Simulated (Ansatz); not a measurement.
# Property card for LiH

Theory: Ansatz 0.2.0, DFT PBE, scalar-relativistic, plane waves, PAW.

Settings: cutoff 420 eV, Γ-centred mesh 12×12×4 on the computed 6-atom cell, Gaussian smearing of 0.02 eV; no spin polarisation.

The structure is relaxed at this level of theory with its symmetry kept, and needn't be the ground state of this composition.

Space group P6_422 (No. 181). a = 2.860 Å, b = 2.860 Å, c = 7.563 Å, α = 90.00°, β = 90.00°, γ = 120.00°
| atom | site | symmetry | x | y | z |
| --- | --- | --- | --- | --- | --- |
| Li | 3b | 222 | 0.0000 | 0.0000 | 0.1667 |
| H | 3c | 222 | 0.5000 | 0.5000 | 0.6667 |

```json
{"Space group": "P6_422 (No. 181)", "Volume per atom": "8.93 Å³", "Formation energy from the elements' standard states (uncorrected)": "-0.310 eV/atom", "Kohn–Sham band gap": "3.07 eV", "Orbital (Löwdin) character of the top 1 eV of the valence band": "H 1s 93 %", "Bader charge by site (e)": "Li (3 in the cell) 0.85, H (3 in the cell) -0.85"}
```

Another cell of LiH relaxed alike, in F-43m, lies 59 meV/atom lower, so this cell isn't the stable form at this level.

The cell was found from a structure generator's guess, not taken from experiment. Kohn–Sham gaps at this level usually fall short of measured ones.
